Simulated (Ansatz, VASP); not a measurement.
# Si2C in VASP and in Ansatz

```
Si C
1.0
     2.96699    0.00000    0.00000
    -1.48349    2.56949    0.00000
     0.00000    0.00000    4.24455
Si C
2 1
Cartesian
  0.0000 1.7130 3.0763
  1.4835 0.8565 1.1683
  0.0000 0.0000 0.0000
```

Alike in both runs: task relaxation of cell and atoms; functional PBE; k mesh 18 × 18 × 12; occupations gaussian, width 0.1 eV; no spin polarisation.

```csv
,VASP,Ansatz
version,VASP 6.6.1,Ansatz 0.2.0
potentials or method,"VASP PAW PBE potentials, release 64 (Si, C)","scalar-relativistic, plane waves, PAW"
plane-wave cutoff (eV),600,420
valence electrons in the cell,12,12
```

VASP gave:

* gap on the k mesh at the Fermi level, each at its own relaxed structure (eV): none
* relaxed volume (Å³/atom): 10.79
* relaxed cell length with the largest relative difference (Å): 4.261

Question: What did Ansatz give for the same quantities?

Answer: gap on the k mesh at the Fermi level, each at its own relaxed structure (eV): none; relaxed volume (Å³/atom): 10.80; relaxed cell length with the largest relative difference (Å): 4.262.

A gap of «none» marks a metal or a gap that the smearing closes.
